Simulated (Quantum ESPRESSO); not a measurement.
SnSe:

```xyz
2
Lattice="0.0000 3.0100 3.0100 3.0100 0.0000 3.0100 3.0100 3.0100 0.0000" Properties=species:S:1:pos:R:3 pbc="T T T"
Sn    0.0000    0.0000    0.0000
Se    3.0100    3.0100    3.0100
```

Measurements of this composition are mostly on another form, of space group No. 62.

Base run:

- Program: Quantum ESPRESSO 7.5
- Functional: PBEsol
- Potentials or basis: SG15 PBE 1.2
- Cutoff: 952 eV
- Density cutoff: 3810 eV
- k mesh: 8 × 8 × 8
- Occupations: fermi-dirac, width 0.05 eV
- Spin: no spin polarisation

Its results: pressure -1.8 GPa.

Q: After a change of settings the same cell gave: pressure 2.7 GPa. Which change was it?
A. functional from PBEsol to SCAN; k mesh from 8 × 8 × 8 to 6 × 6 × 6
B. functional from PBEsol to RPBE
C. functional from PBEsol to LDA
D. functional from PBEsol to AM05

A: B.

RPBE binds less tightly than PBEsol, so the same cell stands under more pressure.

Caveats: the potentials were made for another functional, which shifts forces and pressure.

Runs at the PBE level aren't shown here.
